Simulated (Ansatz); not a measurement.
# Mg under changes of volume

One of the cells (23.237 Å³/atom); the others are scaled copies at fixed shape and fractional positions:

```
Mg
1.0
     3.20930    0.00000    0.00000
    -1.60465    2.77934    0.00000
     0.00000    0.00000    5.21030
Mg
2
Direct
  0.66667 0.33333 0.75000
  0.33333 0.66667 0.25000
```

```yaml
Program: Ansatz 0.2.0
Functional: LDA
Potentials_or_basis: Ansatz PAW
Cutoff: "420 eV (not typed: the program's choice for these potentials)"
k_mesh: 10 × 10 × 5
Occupations: fermi-dirac, width 0.05 eV
Spin: no spin polarisation
```

| volume (Å³/atom) | energy over the lowest point (meV/atom) | pressure (GPa) |
| --- | --- | --- |
| 21.843 | 0.00 | -0.3 |
| 22.308 | 2.17 | -1.1 |
| 22.772 | 6.41 | -1.8 |
| 23.237 | 12.50 | -2.4 |
| 23.702 | 20.25 | -2.9 |
| 24.167 | ? | ? |
| 24.631 | 40.04 | -3.9 |

Q: What does the run at 24.167 Å³/atom give?

A: Energy over the lowest point 29.48 meV/atom; pressure -3.4 GPa.

Worked out: A Birch-Murnaghan fit of order 3 (a polynomial in V^(-2/3)) to the other rows has its minimum at 21.63 Å³/atom, just outside them, with B0 = V·E''(V) = 39 GPa and B' = 4.2 at fixed shape and positions, which overstates the stiffness. It gives 29.49 meV/atom at 24.167 Å³/atom, against the run's 29.48, and -dE/dV = -3.4 GPa, against -3.4.

Energies are extrapolated to zero smearing.

Caveats: the PAW data sets come from PBE, with cores solved anew for the run's functional, which leaves a small shift of forces and pressure.
